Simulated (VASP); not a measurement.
# Ag (Im-3m) in VASP: a series of runs, part 2 of 2

VASP 6.6.1.

## Step 5: Single point, r2SCAN

INCAR reads:

```
SYSTEM = Ag
PREC     = Accurate       ! precision mode
ENCUT    = 550            ! plane-wave cutoff, eV
EDIFF    = 1E-6           ! SCF threshold, eV
ISMEAR   = 1              ! smearing method
SIGMA    = 0.1            ! smearing width, eV
LREAL    = Auto         
LASPH    = .True.         ! aspherical terms in the spheres
NELM     = 100            ! most SCF steps
ALGO     = Normal         ! electronic algorithm
ISIF     = 2              ! what is computed and relaxed
LWAVE    = .False.        ! write WAVECAR
LCHARG   = .False.        ! write CHGCAR
METAGGA  = R2SCAN         ! meta-GGA
LMIXTAU  = .True.       
ADDGRID  = .False.
```

KPOINTS reads:

```
regular mesh
0
Gamma
  15 15 15
  0 0 0
```

POSCAR reads:

```
Ag
1.0
   -1.6556540000      1.6556540000      1.6556540000
    1.6556540000     -1.6556540000      1.6556540000
    1.6556540000      1.6556540000     -1.6556540000
Ag
1
Direct
    0.0000000000      0.0000000000      0.0000000000
```

Potentials or basis: VASP PAW PBE potentials, release 64 (Ag).

Run with:

```bash
$ cat potpaw_PBE.64/Ag/POTCAR > POTCAR
$ mpirun -np 1 vasp_std > vasp.out
```

OUTCAR:

```text
SYSTEM = Ag
   PREC = Accurate
   ENCUT = 550
   EDIFF = 1E-6
   ISMEAR = 1
   LREAL = Auto
   LASPH = .True.
   NELM = 100
   ISIF = 2
   METAGGA = R2SCAN

 Found    120 irreducible k-points:

 Following reciprocal coordinates:
            Coordinates               Weight
  0.000000  0.000000  0.000000      1.000000
  0.066667  0.000000  0.000000     12.000000
  0.133333  0.000000  0.000000     12.000000
  0.200000  0.000000  0.000000     12.000000
  0.266667  0.000000  0.000000     12.000000
  0.333333  0.000000  0.000000     12.000000
   k-points           NKPTS =    120   k-points in BZ     NKDIM =    120   number of bands    NBANDS=      9
   number of dos      NEDOS =    301   number of ions     NIONS =      1
   total plane-waves  NPLWV =  13824
   dimension x,y,z NGX =    24 NGY =   24 NGZ =   24
   dimension x,y,z NGXF=    48 NGYF=   48 NGZF=   48
   ions per type =               1
   NGX,Y,Z   is equivalent  to a cutoff of  13.91, 13.91, 13.91 a.u.
   NGXF,Y,Z  is equivalent  to a cutoff of  27.83, 27.83, 27.83 a.u.
 SYSTEM =  Ag
   PREC   = accura    normal or accurate (medium, high low for compatibility)
   ISTART =      0    job   : 0-new  1-cont  2-samecut
   ICHARG =      2    charge: 1-file 2-atom 10-const
   ISPIN  =      1    spin polarized calculation?
   LNONCOLLINEAR =      F non collinear calculations
   LSORBIT =      F    spin-orbit coupling
[... 63 lines left out ...]
      2       2.5652      2.00000
      3       2.5652      2.00000
      4       2.5652      2.00000
      5       3.7871      2.00000
      6       3.7871      2.00000
      7      26.0614      0.00000
      8      26.0614      0.00000
      9      26.0614      0.00000
[... 49 lines left out ...]
 k-point     6 :       0.3333    0.0000    0.0000
  band No.  band energies     occupation
      1       1.4488      2.00000
      2       2.0213      2.00000
      3       3.6459      2.00000
      4       3.8546      2.00000
      5       4.0961      2.00000
      6       4.5741      2.00000
      7      16.2068      0.00000
      8      22.3490      0.00000
      9      23.8265      0.00000

 [... further k-points ...]

------------------------ aborting loop because EDIFF is reached ----------------------------------------

  FORCE on cell =-STRESS in cart. coord.  units (eV):
  Direction    XX          YY          ZZ          XY          YZ          ZX
  --------------------------------------------------------------------------------------
  -------------------------------------------------------------------------------------
  Total       -0.4131436     -0.4131436     -0.4131436      0.0000000      0.0000000      0.0000000
  in kB      -36.4622043    -36.4622043    -36.4622043      0.0000000      0.0000000      0.0000000
  external PRESSURE =     -36.4622043 kB  Pullay stress =       0.0000000 kB

 VOLUME and BASIS-vectors are now :
 -----------------------------------------------------------------------------
  energy-cutoff  :      550.00
  volume of cell :       18.15
      direct lattice vectors                 reciprocal lattice vectors
    -1.655654000  1.655654000  1.655654000     0.000000000  0.301995465  0.301995465
     1.655654000 -1.655654000  1.655654000     0.301995465  0.000000000  0.301995465
     1.655654000  1.655654000 -1.655654000     0.301995465  0.301995465  0.000000000

 POSITION                                       TOTAL-FORCE (eV/Angst)
 -----------------------------------------------------------------------------------
      0.00000      0.00000      0.00000         0.000000      0.000000      0.000000
 -----------------------------------------------------------------------------------
    total drift:                                0.000000      0.000000     -0.000000

  FREE ENERGIE OF THE ION-ELECTRON SYSTEM (eV)
  ---------------------------------------------------
  free  energy   TOTEN  =       -21.3188890963 eV

  energy  without entropy=      -21.3182800157  energy(sigma->0) =      -21.31868607
```

OSZICAR:

```text
N       E                     dE             d eps       ncg     rms          rms(c)
DAV:   1     0.283771771896E+02    0.28377E+02   -0.60184E+03  2184   0.118E+03
DAV:   2    -0.243270992236E+02   -0.52704E+02   -0.50240E+02  2263   0.218E+02
DAV:   3    -0.248013163582E+02   -0.47422E+00   -0.47398E+00  2454   0.257E+01
DAV:   4    -0.248031182592E+02   -0.18019E-02   -0.18018E-02  2355   0.140E+00
DAV:   5    -0.248031418440E+02   -0.23585E-04   -0.23585E-04  2363   0.144E-01    0.528E+00
DAV:   6    -0.211659810994E+02    0.36372E+01   -0.81421E+00  2168   0.326E+01    0.495E+00
DAV:   7    -0.213176853344E+02   -0.15170E+00   -0.53458E-01  2174   0.733E+00    0.232E+00
DAV:   8    -0.212976361075E+02    0.20049E-01   -0.32952E-02  2200   0.193E+00    0.130E-01
DAV:   9    -0.213104184562E+02   -0.12782E-01   -0.52011E-02  2212   0.198E+00    0.215E-01
DAV:  10    -0.213128728019E+02   -0.24543E-02   -0.23608E-03  2212   0.580E-01    0.961E-02
DAV:  11    -0.213188153223E+02   -0.59425E-02   -0.70329E-03  2190   0.721E-01    0.390E-02
DAV:  12    -0.213188134801E+02    0.18422E-05   -0.41841E-04  2315   0.226E-01    0.303E-02
DAV:  13    -0.213188393956E+02   -0.25915E-04   -0.23762E-05  2213   0.653E-02    0.229E-02
DAV:  14    -0.213188892630E+02   -0.49867E-04   -0.64631E-05  2263   0.684E-02    0.121E-02
DAV:  15    -0.213188893023E+02   -0.39247E-07   -0.17260E-05  2228   0.416E-02    0.187E-03
DAV:  16    -0.213188890963E+02    0.20592E-06   -0.29750E-07  1136   0.640E-03
   1 F= -.21318889E+02 E0= -.21318686E+02  d E =-.609081E-03
```

It took 34 s on 1 thread of Intel Xeon 6975P-C (Granite Rapids), shared host; peak memory 0.15 GiB.

The run converged, but some of its settings lie outside the range that counts as converged, so its numbers aren't taken as properties of the crystal.

Results:

```
Free energy            : -21.3189 eV
Pressure               : -3.6 GPa
Band gap on the k mesh : none (metal or under the smearing width)
```

Caveat: the PAW data sets were made with another functional, which shifts forces and pressure a little.

## Step 6: Single point, r2SCAN

INCAR: that of step 5 with these lines changed.

```diff
@@ -3,6 +3,6 @@
 ENCUT    = 550            ! plane-wave cutoff, eV
-EDIFF    = 1E-6           ! SCF threshold, eV
+EDIFF    = 1E-4           ! SCF threshold, eV
 ISMEAR   = 1              ! smearing method
 SIGMA    = 0.1            ! smearing width, eV
-LREAL    = Auto         
+LREAL    = .False.        ! projectors in reciprocal space
 LASPH    = .True.         ! aspherical terms in the spheres
```

KPOINTS is that of step 5.

POSCAR is that of step 5.

Potentials or basis: VASP PAW PBE potentials, release 64 (Ag).

Run with:

```bash
$ cat potpaw_PBE.64/Ag/POTCAR > POTCAR
$ mpirun -np 1 vasp_std > vasp.out
```

OUTCAR:

```text
SYSTEM = Ag
   PREC = Accurate
   ENCUT = 550
   EDIFF = 1E-4
   ISMEAR = 1
   LREAL = .False.
   LASPH = .True.
   NELM = 100
   ISIF = 2
   METAGGA = R2SCAN

 Found    120 irreducible k-points:

 Following reciprocal coordinates:
            Coordinates               Weight
  0.000000  0.000000  0.000000      1.000000
  0.066667  0.000000  0.000000     12.000000
  0.133333  0.000000  0.000000     12.000000
  0.200000  0.000000  0.000000     12.000000
  0.266667  0.000000  0.000000     12.000000
  0.333333  0.000000  0.000000     12.000000
   k-points           NKPTS =    120   k-points in BZ     NKDIM =    120   number of bands    NBANDS=      9
[... 149 lines left out ...]

  FORCE on cell =-STRESS in cart. coord.  units (eV):
  Direction    XX          YY          ZZ          XY          YZ          ZX
  --------------------------------------------------------------------------------------
  -------------------------------------------------------------------------------------
  Total       -0.3053036     -0.3053036     -0.3053036     -0.0000000     -0.0000000     -0.0000000
  in kB      -26.9447225    -26.9447225    -26.9447225     -0.0000000     -0.0000000     -0.0000000
  external PRESSURE =     -26.9447225 kB  Pullay stress =       0.0000000 kB

 VOLUME and BASIS-vectors are now :
 -----------------------------------------------------------------------------
  energy-cutoff  :      550.00
  volume of cell :       18.15
      direct lattice vectors                 reciprocal lattice vectors
    -1.655654000  1.655654000  1.655654000     0.000000000  0.301995465  0.301995465
     1.655654000 -1.655654000  1.655654000     0.301995465  0.000000000  0.301995465
     1.655654000  1.655654000 -1.655654000     0.301995465  0.301995465  0.000000000

 POSITION                                       TOTAL-FORCE (eV/Angst)
 -----------------------------------------------------------------------------------
      0.00000      0.00000      0.00000        -0.000000      0.000000      0.000000
 -----------------------------------------------------------------------------------
    total drift:                                0.000000      0.000000      0.000000

  FREE ENERGIE OF THE ION-ELECTRON SYSTEM (eV)
  ---------------------------------------------------
  free  energy   TOTEN  =       -21.3186293921 eV

  energy  without entropy=      -21.3180241561  energy(sigma->0) =      -21.31842765
```

OSZICAR:

```text
N       E                     dE             d eps       ncg     rms          rms(c)
DAV:   1     0.283787098080E+02    0.28379E+02   -0.60183E+03  2184   0.118E+03
DAV:   2    -0.243269063695E+02   -0.52706E+02   -0.50241E+02  2263   0.218E+02
DAV:   3    -0.248011215128E+02   -0.47422E+00   -0.47398E+00  2454   0.257E+01
DAV:   4    -0.248029234236E+02   -0.18019E-02   -0.18019E-02  2355   0.140E+00
DAV:   5    -0.248029469069E+02   -0.23483E-04   -0.23483E-04  2241   0.144E-01    0.528E+00
DAV:   6    -0.211657957442E+02    0.36372E+01   -0.81419E+00  2168   0.326E+01    0.495E+00
DAV:   7    -0.213175024148E+02   -0.15171E+00   -0.53454E-01  2174   0.733E+00    0.232E+00
DAV:   8    -0.212974522381E+02    0.20050E-01   -0.32951E-02  2200   0.193E+00    0.130E-01
DAV:   9    -0.213102293465E+02   -0.12777E-01   -0.52022E-02  2212   0.198E+00    0.215E-01
DAV:  10    -0.213126877099E+02   -0.24584E-02   -0.23623E-03  2212   0.580E-01    0.961E-02
DAV:  11    -0.213186310618E+02   -0.59434E-02   -0.70313E-03  2190   0.721E-01    0.390E-02
DAV:  12    -0.213186293921E+02    0.16697E-05   -0.41858E-04  2315   0.226E-01
   1 F= -.21318629E+02 E0= -.21318428E+02  d E =-.605236E-03
```

stdout:

```text
POSCAR found type information on POSCAR Ag
 POSCAR found :  1 types and       1 ions
 scaLAPACK will be used
 -----------------------------------------------------------------------------
|                                                                             |
|                                                                             |
|     You enforced a specific xc type in the INCAR file but a different       |
|     I HOPE YOU KNOW WHAT YOU ARE DOING!                                     |
|                                                                             |
 -----------------------------------------------------------------------------

 LDA part: xc-table for (None), standard interpolation
 POSCAR, INCAR and KPOINTS ok, starting setup
 FFT: planning ... GRIDC
 FFT: planning ... GRID_SOFT
 FFT: planning ... GRID
 WAVECAR not read
 entering main loop
```

Run time: 21 s. Hardware: 1 thread of Intel Xeon 6975P-C (Granite Rapids), shared host; peak memory 0.16 GiB.

These settings aren't checked as converged: the numbers below hold their error.

Results:

```yaml
Free_energy: -21.3186 eV
Pressure: -2.7 GPa
Band_gap_on_the_k_mesh: none (metal or under the smearing width)
```

Caveat: the PAW data sets were made with another functional, which shifts forces and pressure a little.

## Step 7: For comparison

An earlier run on the cell as given: functional PBE; potentials or basis VASP PAW PBE potentials, release 64 (Ag); cutoff 520 eV; k mesh 11 × 11 × 11; occupations fermi-dirac, width 0.05 eV; no spin polarisation.

- Pressure: -0.9 GPa
- Band gap on the k mesh: none (metal or under the smearing width)
